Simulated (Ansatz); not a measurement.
Input and command of a plane-wave DFT calculation in Ansatz:

```yaml
crystal:
  lattice:
    - [5.3107947876, 0.0, 0.0]
    - [0.0, 3.4400167648, 0.0]
    - [0.0, 0.0, 5.7392574988]
  atoms:
    - { symbol: Ni, position: [0.9929865338, 0.75, 0.1888713156] }
    - { symbol: Ni, position: [0.0070134662, 0.25, 0.8111286844] }
    - { symbol: Ni, position: [0.5070134662, 0.25, 0.6888713156] }
    - { symbol: Ni, position: [0.4929865338, 0.75, 0.3111286844] }
    - { symbol: Ge, position: [0.7983158289, 0.767688073, 0.5946509729] }
    - { symbol: Ge, position: [0.1883574498, 0.25, 0.4116032965] }
    - { symbol: Ge, position: [0.6883574498, 0.25, 0.0883967035] }
    - { symbol: Ge, position: [0.3116425502, 0.75, 0.9116032965] }
basis:
  ecutwfc: 420
kpoints:
  mp_grid: { grid: [8, 12, 8] }
hamiltonian:
  xc: pbesol
scf:
  occupations: { method: gaussian, width: 0.15 }
output:
  forces: true
  stress: true
  eigenvalues: true
```

```bash
ansatz run input.yaml --threads 2 --pin off --max-ram 5120MiB --backend cpu --events-out ev --progress --plain --runs-dir out
```

Processor: AMD EPYC 9R45 96-Core Processor (Zen 5), 2 threads, on a host shared with other jobs.

Problem. Estimate time, memory and problem size.

Solution. About 46 s on 2 threads of AMD EPYC 9R45 96-Core Processor (Zen 5), on a shared host, peak memory 2.1 GiB. It solves 77 bands at 388 k points (the mesh reduced by symmetry) with about 2045 plane waves, in 8 SCF iterations.
